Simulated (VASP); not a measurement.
# Al in VASP: work function with LDA

Aim: the work function of Al with LDA.

Everything below comes from runs of VASP 6.6.1. Logs are shortened: lines on timing, memory, paths and dates and some standing lists are left out, and cuts for length are marked.

## (1) Starting point

The cell holds a slab with vacuum, 4 atoms: a = 2.861 Å, b = 2.861 Å, c = 25.842 Å, α = 90.00°, β = 90.00°, γ = 90.00°.

The cell was built by a generator and needn't be a form met in nature.

## (2) Work function, LDA

INCAR

```
SYSTEM = Al
PREC = Accurate
ENCUT = 520
EDIFF = 1E-6
ISMEAR = 1
SIGMA = 0.1
LREAL = .FALSE.
LASPH = .TRUE.
NELM = 80
ALGO = Normal
ISIF = 2
LWAVE = .FALSE.
LCHARG = .TRUE.
LDIPOL = .TRUE.
IDIPOL = 3
DIPOL = 0.5 0.5 0.500
LVHAR = .TRUE.
LVACPOTAV = .TRUE.
KPAR = 2
```

KPOINTS

```
regular mesh
0
G
  11 11 1
  0 0 0
```

POSCAR

```
Al                                      
1.0
    2.8614914700      0.0000000000      0.0000000000
    0.0000000000      2.8614914700      0.0000000000
    0.0000000000      0.0000000000     25.8419413100
  Al            
     4
Direct
     0.0000000000000000    0.0000000000000000    0.3817540568200493
     0.5000000000000000    0.5000000000000000    0.4610431421405976
     0.0000000000000000    0.0000000000000000    0.5389606978594005
     0.5000000000000000    0.5000000000000000    0.6182459431799506
```

Potentials or basis: VASP PAW LDA potentials, release 64 (Al).

Started as:

```sh
cat potpaw_LDA.64/Al/POTCAR > POTCAR
mpirun -np 2 vasp_std > vasp.out
```

OUTCAR:

```text
SYSTEM = Al
   PREC = Accurate
   ENCUT = 520
   EDIFF = 1E-6
   ISMEAR = 1
   LREAL = .FALSE.
   LASPH = .TRUE.
   NELM = 80
   ISIF = 2

 ion  position               nearest neighbor table
   1  0.000  0.000  0.382-   2 2.88   2 2.88   2 2.88   2 2.88
   2  0.500  0.500  0.461-   3 2.85   3 2.85   3 2.85   3 2.85   1 2.88   1 2.88   1 2.88   1 2.88

   3  0.000  0.000  0.539-   2 2.85   2 2.85   2 2.85   2 2.85   4 2.88   4 2.88   4 2.88   4 2.88

   4  0.500  0.500  0.618-   3 2.88   3 2.88   3 2.88   3 2.88

  LATTYP: Found a simple tetragonal cell.
 ALAT       =     2.8614914700
 C/A-ratio  =     9.0309342456

  Lattice vectors:

 A1 = (   2.8614914700,   0.0000000000,   0.0000000000)
 A2 = (   0.0000000000,   2.8614914700,   0.0000000000)
 A3 = (   0.0000000000,   0.0000000000,  25.8419413100)

Analysis of symmetry for initial positions (statically):
=====================================================================
 Subroutine PRICEL returns:
 Original cell was already a primitive cell.

 Routine SETGRP: Setting up the symmetry group for a
 simple tetragonal supercell.

 Subroutine GETGRP returns: Found 16 space group operations
 (whereof  8 operations were pure point group operations)
 out of a pool of 16 trial point group operations.

The static configuration has the point symmetry C_4v.
 The point group associated with its full space group is D_4h.

Analysis of symmetry for dynamics (positions and initial velocities):
=====================================================================
 Subroutine PRICEL returns:
 Original cell was already a primitive cell.

 Routine SETGRP: Setting up the symmetry group for a
 simple tetragonal supercell.

 Subroutine GETGRP returns: Found 16 space group operations
 (whereof  8 operations were pure point group operations)
 out of a pool of 16 trial point group operations.

The dynamic configuration has the point symmetry C_4v.
 The point group associated with its full space group is D_4h.

 Subroutine INISYM returns: Found 16 space group operations
 (whereof  8 operations are pure point group operations),
 and found     1 'primitive' translations

----------------------------------------------------------------------------------------

                                     Primitive cell

  volume of cell :     211.5973

  direct lattice vectors                    reciprocal lattice vectors
     2.861491470  0.000000000  0.000000000     0.349468104  0.000000000  0.000000000
     0.000000000  2.861491470  0.000000000     0.000000000  0.349468104  0.000000000
     0.000000000  0.000000000 25.841941310     0.000000000  0.000000000  0.038696783

  length of vectors
     2.861491470  2.861491470 25.841941310     0.349468104  0.349468104  0.038696783

  position of ions in fractional coordinates (direct lattice)
     0.000000000  0.000000000  0.381754057
     0.500000000  0.500000000  0.461043142
     0.000000000  0.000000000  0.538960698
     0.500000000  0.500000000  0.618245943

  ion indices of the primitive-cell ions
   primitive index   ion index
                 1           1
                 2           2
                 3           3
                 4           4

----------------------------------------------------------------------------------------

 KPOINTS: regular mesh

Automatic generation of k-mesh.
 Grid dimensions read from file:
 generate k-points for:   11   11    1

 Generating k-lattice:

  Cartesian coordinates                     Fractional coordinates (reciprocal lattice)
     0.031769828  0.000000000  0.000000000     0.090909091  0.000000000  0.000000000
     0.000000000  0.031769828  0.000000000     0.000000000  0.090909091  0.000000000
     0.000000000  0.000000000  0.038696783     0.000000000  0.000000000  1.000000000

  Length of vectors
     0.031769828  0.031769828  0.038696783

  Shift w.r.t. Gamma in fractional coordinates (k-lattice)
     0.000000000  0.000000000  0.000000000

 Subroutine IBZKPT returns following result:
 ===========================================

 Found     21 irreducible k-points:

 Following reciprocal coordinates:
            Coordinates               Weight
  0.000000  0.000000  0.000000      1.000000
  0.090909  0.000000  0.000000      4.000000
  0.181818  0.000000  0.000000      4.000000
  0.272727  0.000000  0.000000      4.000000
  0.363636  0.000000  0.000000      4.000000
  0.454545  0.000000  0.000000      4.000000
[... 13 lines left out ...]
  0.454545  0.363636  0.000000      8.000000
  0.454545  0.454545  0.000000      4.000000
   k-points           NKPTS =     21   k-points in BZ     NKDIM =     21   number of bands    NBANDS=     10
   number of dos      NEDOS =    301   number of ions     NIONS =      4
   total plane-waves  NPLWV = 110592
   dimension x,y,z NGX =    24 NGY =   24 NGZ =  192
   dimension x,y,z NGXF=    48 NGYF=   48 NGZF=  384
   ions per type =               4
   NGX,Y,Z   is equivalent  to a cutoff of  13.94, 13.94, 12.35 a.u.
   NGXF,Y,Z  is equivalent  to a cutoff of  27.89, 27.89, 24.70 a.u.
 SYSTEM =  Al
   PREC   = accura    normal or accurate (medium, high low for compatibility)
   ISTART =      0    job   : 0-new  1-cont  2-samecut
   ICHARG =      2    charge: 1-file 2-atom 10-const
   ISPIN  =      1    spin polarized calculation?
   LNONCOLLINEAR =      F non collinear calculations
   LSORBIT =      F    spin-orbit coupling
   LASPH  =      T    aspherical Exc in radial PAW
   ENCUT  =  520.0 eV  38.22 Ry    6.18 a.u.   5.32  5.32 48.05*2*pi/ulx,y,z
   NELM   =     80;   NELMIN=  2; NELMDL= -5     # of ELM steps
   EDIFF  = 0.1E-05   stopping-criterion for ELM
   LREAL  =      F    real-space projection
   EDIFFG = 0.1E-04   stopping-criterion for IOM
   NSW    =      0    number of steps for IOM
   IBRION =     -1    ionic relax: 0-MD 1-quasi-New 2-CG
   NFREE  =      0    steps in history (QN), initial steepest desc. (CG)
   ISIF   =      2    stress and relaxation
   ISYM   =      2    0-nonsym 1-usesym 2-fastsym
   POTIM  = 0.5000    time-step for ionic-motion
   TEBEG  =    0.0;   TEEND  =   0.0 temperature during run
   PSTRESS=    0.0 pullay stress
   NELECT =      12.0000    total number of electrons
   NUPDOWN=      -1.0000    fix difference up-down
   EMIN   =  10.00;   EMAX   =-10.00  energy-range for DOS
   EFERMI =   0.00;   METHOD = LEGACY
   ISMEAR =     1;   SIGMA  =   0.10  broadening in eV -4-tet -1-fermi 0-gaus
   EFERMI_NEDOS =   21; number of points for ismear=-14 and -15
   IALGO  =     38    algorithm
   IMIX   =      4    mixing-type and parameters
     AMIX     =   0.40;   BMIX     =  1.00
     AMIX_MAG =   1.60;   BMIX_MAG =  1.00
  volume/ion in A,a.u.               =      52.90       356.98
  Fermi-wavevector in a.u.,A,eV,Ry     =   0.628973  1.188586  5.382558  0.395607
  Thomas-Fermi vector in A             =   1.691102
   LORBIT       =      0    0 simple, 1 ext, 2 COOP (PROOUT), +10 PAW based schemes
   GGA     = CA    functional components
   LHFCALC =     F    Hartree Fock is set to
   AEXX    =    0.0000 exact exchange contribution
   IVDW    =     0    specifies the selected vdW correction
   LEPSILON=     F    determine dielectric tensor
   LRPA    =     F    only Hartree local field effects (RPA)
 non-spin polarized calculation
 Methfessel and Paxton  Order N= 1 SIGMA  =   0.10
  energy-cutoff  :      520.00
  volume of cell :      211.60
 maximum number of plane-waves:      5743
 NGX is ok and might be reduce to    24
   NGX = 11   NGY = 11   NGZ = 97

 number of electron      12.0000000 magnetization

 dipolmoment           0.000000      0.000000     -0.000303 electrons x Angstroem

 Free energy of the ion-electron system (eV)
  ---------------------------------------------------
  ext. energy  EPLUGINS =         0.00000000
  ---------------------------------------------------
  free energy    TOTEN  =       -15.56715528 eV

  energy without entropy =      -15.56793199  energy(sigma->0) =      -15.56741419

 E-fermi :  -0.5621     XC(G=0):  -4.0350

 val. band max:       -0.5656115566   @ k =   0.3636   0.0909   0.0000
 cond. band min:      -0.5055517233   @ k =   0.2727   0.0909   0.0000
 fundamental gap:      0.0600598333
 Fermi energy:        -0.5621056709

 k-point     1 :       0.0000    0.0000    0.0000
  band No.  band energies     occupation
      1     -11.1923      2.00000
      2      -9.8004      2.00000
      3      -7.7066      2.00000
      4      -4.8898      2.00000
      5      -2.5636      2.00000
      6       0.8213     -0.00000
      7       2.8743      0.00000
      8       3.8375      0.00000
      9       4.0279      0.00000
     10       5.1694      0.00000

 k-point     2 :       0.0909    0.0000    0.0000
  band No.  band energies     occupation
      1     -11.0438      2.00000
      2      -9.6530      2.00000
      3      -7.5609      2.00000
      4      -4.7448      2.00000
      5      -2.4256      2.00000
      6       0.9566     -0.00000
      7       2.8483      0.00000
      8       3.0184      0.00000
      9       3.9881      0.00000
     10       4.1185      0.00000

 k-point     3 :       0.1818    0.0000    0.0000
  band No.  band energies     occupation
      1     -10.5991      2.00000
      2      -9.2119      2.00000
      3      -7.1246      2.00000
      4      -4.3116      2.00000
      5      -2.0132      2.00000
      6       0.3150     -0.00000
      7       1.4217     -0.00000
      8       1.6501      0.00000
      9       3.4692      0.00000
     10       3.6343      0.00000
[... 209 lines left out ...]
 k-point    20 :       0.4545    0.3636    0.0000
  band No.  band energies     occupation
      1      -5.2431      2.00000
      2      -3.9154      2.00000
      3      -3.7176      2.00000
      4      -2.4084      2.00000
      5      -1.8830      2.00000
      6      -0.4437     -0.07037
      7      -0.3526     -0.01161
      8       0.8668     -0.00000
      9       0.9134     -0.00000
     10       1.1878     -0.00000

 k-point    21 :       0.4545    0.4545    0.0000
  band No.  band energies     occupation
      1      -4.0161      2.00000
      2      -2.9758      2.00000
      3      -2.6948      2.00000
      4      -1.6834      2.00000
      5      -1.6575      2.00000
      6      -0.7082      2.05868
      7      -0.6796      2.07011
      8      -0.2209     -0.00002
      9       0.2600     -0.00000
     10       0.7173     -0.00000

------------------------ aborting loop because EDIFF is reached ----------------------------------------

  FORCE on cell =-STRESS in cart. coord.  units (eV):
  Direction    XX          YY          ZZ          XY          YZ          ZX
  --------------------------------------------------------------------------------------
  -------------------------------------------------------------------------------------
  Total       -3.4093976     -3.4093976     -0.0765935      0.0000000      0.0000000      0.0000000
  in kB      -25.8153603    -25.8153603     -0.5799525      0.0000000      0.0000000      0.0000000
  external PRESSURE =     -17.4035577 kB  Pullay stress =       0.0000000 kB

 VOLUME and BASIS-vectors are now :
 -----------------------------------------------------------------------------
  energy-cutoff  :      520.00
  volume of cell :      211.60
      direct lattice vectors                 reciprocal lattice vectors
     2.861491470  0.000000000  0.000000000     0.349468104  0.000000000  0.000000000
     0.000000000  2.861491470  0.000000000     0.000000000  0.349468104  0.000000000
     0.000000000  0.000000000 25.841941310     0.000000000  0.000000000  0.038696783

 POSITION                                       TOTAL-FORCE (eV/Angst)
 -----------------------------------------------------------------------------------
      0.00000      0.00000      9.86527        -0.000000      0.000000      0.007340
      1.43075      1.43075     11.91425        -0.000000      0.000000      0.014770
      0.00000      0.00000     13.92779         0.000000      0.000000     -0.014770
      1.43075      1.43075     15.97668         0.000000      0.000000     -0.007340
 -----------------------------------------------------------------------------------
    total drift:                               -0.000000      0.000000     -0.008191

  FREE ENERGIE OF THE ION-ELECTRON SYSTEM (eV)
  ---------------------------------------------------
  free  energy   TOTEN  =       -15.5671552848 eV

  energy  without entropy=      -15.5679319904  energy(sigma->0) =      -15.56741419

 vacuum level on the upper side and lower side of the slab         3.896         3.903
```

It took 33 s on 2 MPI ranks of Intel Xeon Platinum 8375C at 2.90GHz (Ice Lake), shared host; peak memory 0.24 GiB.

What came out:

```
Free energy                     : -15.5672 eV
Largest force                   : 0.015 eV/Å
Band gap on the k mesh          : none (metal or under the smearing width)
Work function of the upper face : 4.46 eV
Work function of the lower face : 4.47 eV
```

Forces in eV/Å, atoms in the order of the input:
```
Al   0.000  0.000  0.007
Al   0.000  0.000  0.015
Al   0.000  0.000 -0.015
Al   0.000  0.000 -0.007
```

Levels at points of the mesh, in eV from the Fermi level:
```csv
k point,band 4,band 5,band 6,band 7,band 8,band 9
"(0.00, 0.00, 0.00)",-4.33,-2.00,1.38,3.44,4.40,4.59
```
